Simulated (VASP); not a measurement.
H18C10O11, 39 atoms in the cell. The cell holds a amorphous, 39 atoms: a = 8.483 Å, b = 8.483 Å, c = 8.483 Å, α = 90.00°, β = 90.00°, γ = 90.00°. The cell was built by a generator and needn't be a form met in nature.

* Program: VASP 6.6.1
* Task: single point
* Functional: PBE
* Dispersion: D3(BJ)
* Potentials or basis: VASP PAW PBE potentials, release 64 (C, O, H)
* Cutoff: 520 eV
* k mesh: 1 × 1 × 1
* Occupations: fermi-dirac, width 0.05 eV
* Spin: no spin polarisation
* Dipole correction: no
* Further INCAR settings: LREAL = Auto; ALGO = Fast; EDIFF = 1e-06; NBANDS = 87

Potentials or basis: VASP PAW PBE potentials, release 64 (C, O, H).

Run with:

```sh
$ cat potpaw_PBE.64/C/POTCAR potpaw_PBE.64/O/POTCAR potpaw_PBE.64/H/POTCAR > POTCAR
$ mpirun -np 1 vasp_gam > vasp.out
```

Hardware: 1 thread of Intel(R) Xeon(R) Platinum 8559C (Emerald Rapids), on a shared host.

Problem. How long does it take, and how much memory?

Solution. Run time: 94 s on 1 thread of Intel(R) Xeon(R) Platinum 8559C (Emerald Rapids), on a shared host, peak memory 0.57 GiB. Counts: scf iterations 18, k points 1.
